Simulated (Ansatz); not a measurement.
**Strain response of Se**

Level of theory: DFT PBEsol, scalar-relativistic, plane waves, PAW in Ansatz. Run with 420 eV cutoff, 12×12×8 k-mesh, Gaussian smearing of 0.02 eV, no spin polarisation.

The relaxed crystal:

```xyz
3
Lattice="4.0385 0.0000 0.0000 -2.0192 3.4974 0.0000 0.0000 0.0000 5.1215" Properties=species:S:1:pos:R:3 pbc="T T T"
Se    1.0045    0.0000    0.8536
Se   -0.5023    0.8699    4.2679
Se    1.5170    2.6275    2.5607
```

Deformation: all cell vectors scaled alike, the atoms relaxed, all within the symmetry that the strain leaves. Energies are extrapolated to zero smearing. Gaps are Kohn–Sham gaps over the whole zone.

```tsv
strain (%)	ΔE (meV/atom)	a (Å)	b (Å)	c (Å)	gap (eV)
-6.0	115.6	3.796	3.796	4.814	metal
-4.0	46.0	3.877	3.877	4.917	0.08
-2.0	10.3	3.958	3.958	5.019	0.43
+0.0	0.0	4.038	4.038	5.121	0.39
+2.0	8.4	4.119	4.119	5.224	0.32
+4.0	30.6	4.200	4.200	5.326	0.24
+6.0	63.1	4.281	4.281	5.429	0.14
```

Problem. What stiffness (1/V) d²E/dε² at zero strain does a cubic fit over all points give?

Solution. A cubic fit gives (1/V) d²E/dε² = 331 GPa at zero strain (nine times the bulk modulus at fixed shape).